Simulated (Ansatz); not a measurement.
Write the native input for Ansatz 0.2.0 that does the following.

* Task: relaxation of cell and atoms
* Functional: PBEsol
* Potentials or basis: Ansatz PAW
* Cutoff: 420 eV (not typed: the program's choice for these potentials)
* k mesh: 8 × 8 × 4
* Occupations: fermi-dirac, width 0.05 eV
* Spin: no spin polarisation
* Target pressure: 10 GPa
* Target pressure (GPa): 10

Crystal: Ca.

```
Ca
1.0
     3.98000    0.00000    0.00000
    -1.99000    3.44678    0.00000
     0.00000    0.00000    6.52000
Ca
2
Cartesian
  1.9900 1.1489 4.8900
  0.0000 2.2979 1.6300
```

This isn't the form of Ca at room conditions, which is fcc.

These files were run (other wordings do the same):

input.yaml

```yaml
crystal:
  lattice:
    - [3.98, 0.0, 0.0]
    - [-1.99, 3.4467811071, 0.0]
    - [0.0, 0.0, 6.52]
  atoms:
    - { symbol: Ca, position: [0.6666666667, 0.3333333333, 0.75] }
    - { symbol: Ca, position: [0.3333333333, 0.6666666667, 0.25] }
hamiltonian:
  xc: pbesol
  pseudopotentials: { kind: paw }
kpoints:
  mp_grid: { grid: [8, 8, 4] }
scf:
  occupations: { method: fermi_dirac, width: 0.05 }
output:
  forces: true
  stress: true
  eigenvalues: true
relax:
  f_tol: 0.01
  max_steps: 40
  cell: { stress_tol: 0.05, p_target: 10.0 }
```

Potentials or basis: Ansatz PAW.

The run is started by

```sh
$ ansatz run input.yaml --threads 2 --pin off --max-ram 5632MiB --backend cpu --events-out ev --progress --plain --runs-dir out
```

Results of the run:

```
Relaxed volume                                         : 29.04 Å³/atom
Relaxed cell                                           : a = 3.442 Å, b = 3.442 Å, c = 5.660 Å, α = 90.00°, β = 90.00°, γ = 120.00°
Space group after relaxing (to 0.05 Å)                 : P6_3/mmc (No. 194)
Energy change on relaxing (the enthalpy is what falls) : +279.7 meV/atom
Ionic steps                                            : 7
Pressure after relaxing                                : 10.0 GPa
Band gap on the k mesh                                 : none (metal or under the smearing width)
```

Caveat: the volume moved by over 15 % at a fixed basis, so the end points are rough; the plane-wave basis is chosen anew once the cell has moved, so the energies of steps on either side of that aren't comparable; the PAW data sets come from PBE, with cores solved anew for the run's functional, which leaves a small shift of forces and pressure.

Run time: 5.8 s on 2 threads of Arm Neoverse V2, on a shared host, peak memory 0.33 GiB.
